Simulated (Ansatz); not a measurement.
## Sn: start and end of a relaxation

The guess for Sn was made by a generator: random cell by space group and Wyckoff sites (P6/mmm, No. 191). Lengths were set from tabulated atomic sizes, so they are only a guess.

start.cif

```cif
data_structure
_symmetry_space_group_name_H-M 'P 1'
_symmetry_Int_Tables_number 1
_cell_length_a 4.6672
_cell_length_b 4.6672
_cell_length_c 3.1340
_cell_angle_alpha 90.000
_cell_angle_beta 90.000
_cell_angle_gamma 120.000
_cell_volume 59.12
loop_
_atom_site_label
_atom_site_type_symbol
_atom_site_fract_x
_atom_site_fract_y
_atom_site_fract_z
_atom_site_occupancy
Sn1 Sn 0.33333 0.66667 0.00000 1
Sn2 Sn 0.66667 0.33333 0.00000 1
```

Theory: DFT PBE, scalar-relativistic, plane waves, PAW (Ansatz 0.2.0). Cutoff 420 eV, Gaussian smearing, Γ-centred meshes. Cell and atoms relax first on a coarse mesh and then on a finer one. In between, the cell is made exact in the group found at 0.06 Å. In metals the finer mesh still leaves noise of several meV/atom or more. The steps can't lower the symmetry of their start. No spin polarisation.

end.cif

```cif
data_structure
_symmetry_space_group_name_H-M 'P 1'
_symmetry_Int_Tables_number 1
_cell_length_a 5.1406
_cell_length_b 5.1406
_cell_length_c 3.1115
_cell_angle_alpha 90.000
_cell_angle_beta 90.000
_cell_angle_gamma 120.000
_cell_volume 71.21
loop_
_atom_site_label
_atom_site_type_symbol
_atom_site_fract_x
_atom_site_fract_y
_atom_site_fract_z
_atom_site_occupancy
Sn1 Sn 0.33333 0.66667 0.00000 1
Sn2 Sn 0.66667 0.33333 0.00000 1
```

The symmetry stays P6/mmm (No. 191). The volume per atom grows by 20.4 %, from 29.6 to 35.6 Å³. The shortest distance goes from 2.69 Å (Sn–Sn) to 2.97 Å (Sn–Sn). The energy falls by about 0.20 eV/atom (the start's value is from the coarse mesh).

| Quantity | Value |
| --- | --- |
| Volume per atom | 35.60 Å³ |
| Density | 5.54 g/cm³ |
| Energy over the standard state | +0.16 eV/atom |
| Gap on the 12×12×18 mesh of the 2-atom cell | 0 eV (a metal) |

Energies count from the standard state of Sn at the same level. The references include grey tin. So it is a metastable form at best.

The last run used Gaussian smearing of 0.10 eV. Symmetry constrained the relaxation, so the result can be a saddle point. In all, the 3 runs took 2.7 min on 1 thread of Intel(R) Xeon(R) Processor @ 2.50GHz (Skylake/Cascade Lake) (shared host).
